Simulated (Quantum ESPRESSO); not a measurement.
# Hf in Quantum ESPRESSO: work function with PBE

Aim: the work function of Hf with PBE.

Program: Quantum ESPRESSO 7.5. These are calculated values, not measurements. Logs are shortened: lines on timing, memory, paths and dates and some standing lists are left out, and cuts for length are marked.

**1. The structure**

The cell holds a sheet with vacuum, 1 atom: a = 2.934 Å, b = 2.934 Å, c = 23.800 Å, α = 90.00°, β = 90.00°, γ = 120.00°.

The cell was built by a generator and needn't be a form met in nature.

**2. Work function, PBE**

Contents of pw.in:

```
&CONTROL
  calculation = 'scf'
  prefix = 'pwscf'
  outdir = './tmp'
  pseudo_dir = './pseudo'
  tprnfor = .true.
  disk_io = 'low'
/
&SYSTEM
  ibrav = 0
  celldm(1) = 8
  nat = 1
  ntyp = 1
  ecutwfc = 58
  nbnd = 12
  occupations = 'smearing'
  smearing = 'fd'
  degauss = 0.00367493
/
&ELECTRONS
  conv_thr = 1d-09
  electron_maxstep = 150
  mixing_beta = 0.3
  mixing_mode = 'local-TF'
/
ATOMIC_SPECIES
Hf   178.4900 Hf.upf
CELL_PARAMETERS alat
  0.6929436726390   0.0000000000000  -0.0000000000000
 -0.3464718363195   0.6001061524515  -0.0000000000000
 -0.0000000000000  -0.0000000000000   5.6219352207617
ATOMIC_POSITIONS crystal
Hf     0.0000000000    0.0000000000    0.2941200000
K_POINTS automatic
10 10 1 0 0 0
```

Contents of pp_density.in:

```
&INPUTPP
  prefix = 'pwscf'
  outdir = './tmp'
  filplot = 'density.dat'
  plot_num = 0
/
&PLOT
  nfile = 1
  filepp(1) = 'density.dat'
  iflag = 3
  output_format = 6
  fileout = 'density.cube'
/
```

Contents of pp_potential.in:

```
&INPUTPP
  prefix = 'pwscf'
  outdir = './tmp'
  filplot = 'potential.dat'
  plot_num = 11
/
&PLOT
  nfile = 1
  filepp(1) = 'potential.dat'
  iflag = 3
  output_format = 6
  fileout = 'potential.cube'
/
```

Contents of pp_elf.in:

```
&INPUTPP
  prefix = 'pwscf'
  outdir = './tmp'
  filplot = 'elf.dat'
  plot_num = 8
/
&PLOT
  nfile = 1
  filepp(1) = 'elf.dat'
  iflag = 3
  output_format = 6
  fileout = 'elf.cube'
/
```

Potentials or basis: PseudoDojo 0.4.1 SR PBE standard.

Started as:

```
> OMP_NUM_THREADS=1 pw.x -in pw.in > pw.out
> OMP_NUM_THREADS=1 pp.x -in pp_density.in > pp_density.out
> OMP_NUM_THREADS=1 pp.x -in pp_potential.in > pp_potential.out
> OMP_NUM_THREADS=1 pp.x -in pp_elf.in > pp_elf.out
```

pw.out:

```text
This program is part of the open-source Quantum ESPRESSO suite
     for quantum simulation of materials; please cite
[... 9 lines left out ...]
     --------------------
     sticks:   dense  smooth     PW     G-vecs:    dense   smooth      PW
     Sum         499     499    151                71757    71757   12127

     Using Slab Decomposition

     bravais-lattice index     =            0
     lattice parameter (alat)  =       8.0000  a.u.
     unit-cell volume          =    1196.9660 (a.u.)^3
     number of atoms/cell      =            1
     number of atomic types    =            1
     number of electrons       =        12.00
     number of Kohn-Sham states=           12
     kinetic-energy cutoff     =      58.0000  Ry
     charge density cutoff     =     232.0000  Ry
     scf convergence threshold =      1.0E-09
     mixing beta               =       0.3000
     number of iterations used =            8  local-TF  mixing
     Exchange-correlation= PBE
                           (   1   4   3   4   0   0   0)

     celldm(1)=   8.000000  celldm(2)=   0.000000  celldm(3)=   0.000000
     celldm(4)=   0.000000  celldm(5)=   0.000000  celldm(6)=   0.000000

     crystal axes: (cart. coord. in units of alat)
               a(1) = (   0.692944   0.000000  -0.000000 )
               a(2) = (  -0.346472   0.600106  -0.000000 )
               a(3) = (  -0.000000  -0.000000   5.621935 )

     reciprocal axes: (cart. coord. in units 2 pi/alat)
               b(1) = (  1.443119  0.833186  0.000000 )
               b(2) = (  0.000000  1.666372  0.000000 )
               b(3) = (  0.000000  0.000000  0.177875 )

     PseudoPot. # 1 for Hf read from file:
     Hf.upf
     Pseudo is Norm-conserving + core correction, Zval = 12.0
     Generated using ONCVPSP code by D. R. Hamann
     Using radial grid of 1656 points,  8 beta functions with:
                l(1) =   0
                l(2) =   0
                l(3) =   1
                l(4) =   1
                l(5) =   2
                l(6) =   2
                l(7) =   3
                l(8) =   3

     atomic species   valence    mass     pseudopotential
     Hf               12.00   178.49000     Hf( 1.00)

      4 Sym. Ops. (no inversion) found

   Cartesian axes

     site n.     atom                  positions (alat units)
         1        Hf     tau(   1) = (   0.0000000   0.0000000   1.6535236  )

     number of k points=    31  Fermi-Dirac smearing, width (Ry)=  0.0037
                       cart. coord. in units 2pi/alat
        k(    1) = (   0.0000000   0.0000000   0.0000000), wk =   0.0200000
        k(    2) = (   0.0000000   0.1666372   0.0000000), wk =   0.0400000
        k(    3) = (   0.0000000   0.3332744   0.0000000), wk =   0.0400000
        k(    4) = (   0.0000000   0.4999116   0.0000000), wk =   0.0400000
        k(    5) = (   0.0000000   0.6665487   0.0000000), wk =   0.0400000
        k(    6) = (   0.0000000  -0.8331859   0.0000000), wk =   0.0200000
[... 23 lines left out ...]
        k(   30) = (  -0.7215594  -0.2499558   0.0000000), wk =   0.0800000
        k(   31) = (  -0.7215594  -0.0833186   0.0000000), wk =   0.0800000

     Dense  grid:    71757 G-vectors     FFT dimensions: (  27,  27, 225)

     Initial potential from superposition of free atoms

     starting charge      11.9981, renormalised to      12.0000

     negative rho (up, down):  4.728E-05 0.000E+00
     Starting wfcs are   10 randomized atomic wfcs +    2 random wfcs

     Self-consistent Calculation

     iteration #  1     ecut=    58.00 Ry     beta= 0.30
     Davidson diagonalization with overlap
     ethr =  1.00E-02,  avg # of iterations =  8.4

     total energy              =    -112.68778136 Ry
     estimated scf accuracy    <       0.12921649 Ry

     iteration #  2     ecut=    58.00 Ry     beta= 0.30
     Davidson diagonalization with overlap
     ethr =  1.08E-03,  avg # of iterations =  1.4

     total energy              =    -112.66362573 Ry
     estimated scf accuracy    <       0.07590278 Ry

     iteration #  3     ecut=    58.00 Ry     beta= 0.30
     Davidson diagonalization with overlap
     ethr =  6.33E-04,  avg # of iterations =  2.8

     total energy              =    -112.67193099 Ry
     estimated scf accuracy    <       0.00447370 Ry

     iteration #  4     ecut=    58.00 Ry     beta= 0.30
     Davidson diagonalization with overlap
     ethr =  3.73E-05,  avg # of iterations =  6.7

     total energy              =    -112.67119937 Ry
     estimated scf accuracy    <       0.00280630 Ry

     iteration #  5     ecut=    58.00 Ry     beta= 0.30
     Davidson diagonalization with overlap
     ethr =  2.34E-05,  avg # of iterations =  5.4

     total energy              =    -112.67143511 Ry
     estimated scf accuracy    <       0.00151377 Ry

     iteration #  6     ecut=    58.00 Ry     beta= 0.30
     Davidson diagonalization with overlap
     ethr =  1.26E-05,  avg # of iterations =  1.0

     total energy              =    -112.67104924 Ry
     estimated scf accuracy    <       0.00192029 Ry

     iteration #  7     ecut=    58.00 Ry     beta= 0.30
     Davidson diagonalization with overlap
     ethr =  1.26E-05,  avg # of iterations =  7.3
[... 69 lines left out ...]
     iteration # 15     ecut=    58.00 Ry     beta= 0.30
     Davidson diagonalization with overlap
     ethr =  5.12E-09,  avg # of iterations =  1.8

     negative rho (up, down):  5.598E-07 0.000E+00

     total energy              =    -112.67115887 Ry
     estimated scf accuracy    <       0.00000004 Ry

     iteration # 16     ecut=    58.00 Ry     beta= 0.30
     Davidson diagonalization with overlap
     ethr =  3.74E-10,  avg # of iterations =  6.0

     negative rho (up, down):  3.260E-06 0.000E+00

     total energy              =    -112.67115896 Ry
     estimated scf accuracy    <       0.00000001 Ry

     iteration # 17     ecut=    58.00 Ry     beta= 0.30
     Davidson diagonalization with overlap
     ethr =  8.72E-11,  avg # of iterations =  2.6

     negative rho (up, down):  3.070E-06 0.000E+00

     total energy              =    -112.67115897 Ry
     estimated scf accuracy    <          1.1E-09 Ry

     iteration # 18     ecut=    58.00 Ry     beta= 0.30
     Davidson diagonalization with overlap
     ethr =  9.00E-12,  avg # of iterations =  3.0

     End of self-consistent calculation

          k = 0.0000 0.0000 0.0000 (  8953 PWs)   bands (ev):

   -63.8381 -32.6154 -31.8339 -31.8339  -7.4399  -2.1600  -1.6414  -0.0777
    -0.0777   2.1548   2.3687   2.6598

          k = 0.0000 0.1666 0.0000 (  8971 PWs)   bands (ev):

   -63.8279 -32.5978 -31.9594 -31.8617  -7.0190  -1.9499  -1.6891  -0.5018
     0.3013   2.3519   2.3785   2.8874

          k = 0.0000 0.3333 0.0000 (  8940 PWs)   bands (ev):

   -63.8011 -32.5515 -32.2777 -31.9337  -5.9269  -1.9184  -1.6255  -0.9892
     1.3976   2.3044   2.9549   3.0442

          k = 0.0000 0.4999 0.0000 (  8900 PWs)   bands (ev):

   -63.7679 -32.6524 -32.4936 -32.0210  -4.8405  -2.3457  -1.7340  -0.0959
     2.5458   2.7603   3.0717   4.1268

          k = 0.0000 0.6665 0.0000 (  8902 PWs)   bands (ev):

   -63.7409 -32.9421 -32.4463 -32.0904  -4.6219  -2.7421  -0.6876   0.8531
     2.2419   3.6388   4.9685   5.5856

          k = 0.0000-0.8332 0.0000 (  8974 PWs)   bands (ev):

   -63.7305 -33.0499 -32.4281 -32.1166  -4.6865  -2.8973   0.4700   0.7656
     2.1312   4.2100   6.0154   7.0906

          k = 0.1443 0.0833 0.0000 (  8971 PWs)   bands (ev):

   -63.8279 -32.5978 -31.9594 -31.8617  -7.0190  -1.9499  -1.6891  -0.5018
     0.3013   2.3519   2.3785   2.8874

          k = 0.1443 0.2500 0.0000 (  8931 PWs)   bands (ev):

   -63.8094 -32.5659 -32.1716 -31.9213  -6.2434  -1.8255  -1.5499  -1.1501
     1.1009   2.3170   2.8236   2.9595

          k = 0.1443 0.4166 0.0000 (  8910 PWs)   bands (ev):

   -63.7794 -32.5137 -32.4951 -32.0237  -4.9890  -2.1347  -1.8633  -0.7450
     2.3089   2.6159   2.6841   3.7011

          k = 0.1443 0.5832 0.0000 (  8925 PWs)   bands (ev):

   -63.7492 -32.8042 -32.4610 -32.1252  -4.2177  -2.4954  -1.5180   0.2567
     1.7274   3.5414   4.4028   5.0461

          k = 0.1443 0.7499 0.0000 (  8936 PWs)   bands (ev):

   -63.7305 -32.9891 -32.4282 -32.1869  -4.2585  -2.7253  -0.1091   0.7578
     1.3805   4.6033   5.6035   6.8736

          k = 0.2886 0.1666 0.0000 (  8940 PWs)   bands (ev):

   -63.8011 -32.5515 -32.2777 -31.9337  -5.9269  -1.9184  -1.6255  -0.9892
     1.3976   2.3043   2.9549   3.0442

          k = 0.2886 0.3333 0.0000 (  8910 PWs)   bands (ev):

   -63.7794 -32.5137 -32.4951 -32.0237  -4.9890  -2.1347  -1.8633  -0.7450
     2.3089   2.6159   2.6841   3.7010

          k = 0.2886 0.4999 0.0000 (  8931 PWs)   bands (ev):

   -63.7524 -32.7107 -32.4667 -32.1826  -3.5765  -2.3179  -2.3098  -0.1158
     1.3210   3.5060   4.3324   4.8852

          k = 0.2886 0.6665 0.0000 (  8917 PWs)   bands (ev):

   -63.7305 -32.8587 -32.4283 -32.3328  -3.0779  -2.3624  -1.4732   0.4178
     0.5820   4.7718   5.4538   6.6666

          k = 0.2886 0.8332 0.0000 (  8942 PWs)   bands (ev):

   -63.7221 -32.9101 -32.4136 -32.3943  -3.1977  -2.3395  -0.4215   0.0444
     0.7476   5.7728   5.9752   7.0243

          k = 0.2886 0.0000 0.0000 (  8931 PWs)   bands (ev):

   -63.8094 -32.5659 -32.1716 -31.9213  -6.2434  -1.8255  -1.5499  -1.1501
     1.1009   2.3170   2.8236   2.9595

          k = 0.4329 0.2500 0.0000 (  8900 PWs)   bands (ev):

   -63.7679 -32.6524 -32.4936 -32.0210  -4.8405  -2.3457  -1.7340  -0.0959
     2.5459   2.7603   3.0718   4.1268

          k = 0.4329 0.4166 0.0000 (  8925 PWs)   bands (ev):

   -63.7492 -32.8042 -32.4610 -32.1252  -4.2177  -2.4954  -1.5180   0.2567
     1.7274   3.5414   4.4028   5.0461

          k = 0.4329 0.5832 0.0000 (  8917 PWs)   bands (ev):

   -63.7305 -32.8587 -32.4283 -32.3328  -3.0779  -2.3624  -1.4732   0.4178
     0.5820   4.7718   5.4538   6.6666

          k = 0.4329 0.7499 0.0000 (  8935 PWs)   bands (ev):

   -63.7189 -32.7925 -32.5635 -32.4080  -2.0192  -1.8797  -1.4128  -0.7792
     0.8772   6.1945   6.2927   6.5016

          k = 0.4329-0.0833 0.0000 (  8910 PWs)   bands (ev):

   -63.7794 -32.5137 -32.4951 -32.0237  -4.9890  -2.1347  -1.8633  -0.7450
     2.3089   2.6159   2.6841   3.7010

          k = 0.5772 0.3333 0.0000 (  8902 PWs)   bands (ev):

   -63.7409 -32.9421 -32.4463 -32.0904  -4.6220  -2.7421  -0.6876   0.8530
     2.2419   3.6387   4.9685   5.5856

          k = 0.5772 0.4999 0.0000 (  8936 PWs)   bands (ev):

   -63.7305 -32.9891 -32.4282 -32.1869  -4.2585  -2.7253  -0.1091   0.7578
     1.3805   4.6033   5.6035   6.8736

          k = 0.5772 0.6665 0.0000 (  8942 PWs)   bands (ev):

   -63.7221 -32.9101 -32.4136 -32.3943  -3.1977  -2.3395  -0.4215   0.0444
     0.7476   5.7728   5.9752   7.0243

          k = 0.5772 0.8332 0.0000 (  8935 PWs)   bands (ev):

   -63.7189 -32.7925 -32.5635 -32.4080  -2.0191  -1.8797  -1.4128  -0.7792
     0.8772   6.1945   6.2927   6.5015

          k = 0.5772-0.1666 0.0000 (  8925 PWs)   bands (ev):

   -63.7492 -32.8042 -32.4610 -32.1252  -4.2177  -2.4954  -1.5180   0.2567
     1.7274   3.5414   4.4028   5.0461

          k = 0.5772 0.0000 0.0000 (  8931 PWs)   bands (ev):

   -63.7524 -32.7106 -32.4667 -32.1826  -3.5765  -2.3179  -2.3098  -0.1158
     1.3210   3.5059   4.3324   4.8852

          k =-0.7216-0.4166 0.0000 (  8974 PWs)   bands (ev):

   -63.7305 -33.0499 -32.4281 -32.1166  -4.6865  -2.8973   0.4699   0.7656
     2.1312   4.2100   6.0154   7.0942

          k =-0.7216-0.2500 0.0000 (  8936 PWs)   bands (ev):

   -63.7305 -32.9891 -32.4282 -32.1869  -4.2585  -2.7253  -0.1091   0.7578
     1.3805   4.6033   5.6035   6.8736

          k =-0.7216-0.0833 0.0000 (  8917 PWs)   bands (ev):

   -63.7305 -32.8587 -32.4283 -32.3328  -3.0779  -2.3624  -1.4732   0.4178
     0.5820   4.7718   5.4538   6.6666

     the Fermi energy is    -1.8828 ev

!    total energy              =    -112.67115897 Ry
     estimated scf accuracy    <          2.9E-10 Ry
     smearing contrib. (-TS)   =      -0.00194993 Ry
     internal energy E=F+TS    =    -112.66920904 Ry

     The total energy is F=E-TS. E is the sum of the following terms:
     one-electron contribution =    -452.71980948 Ry
     hartree contribution      =     223.08833026 Ry
     xc contribution           =     -28.42532198 Ry
     ewald contribution        =     145.38759216 Ry

     convergence has been achieved in  18 iterations

     Forces acting on atoms (cartesian axes, Ry/au):

     atom    1 type  1   force =     0.00000000    0.00000000    0.00000000

     Total force =     0.000000     Total SCF correction =     0.000035

=------------------------------------------------------------------------------=
   JOB DONE.
=------------------------------------------------------------------------------=
```

Wall time 2.2 min (1 thread of Intel Xeon at 2.70GHz, shared host); peak memory 0.17 GiB.

Results:

```
Free energy                     : -1532.9692 eV
Band gap on the k mesh          : none (metal or under the smearing width)
Work function of the upper face : 4.34 eV
Work function of the lower face : 4.34 eV
```
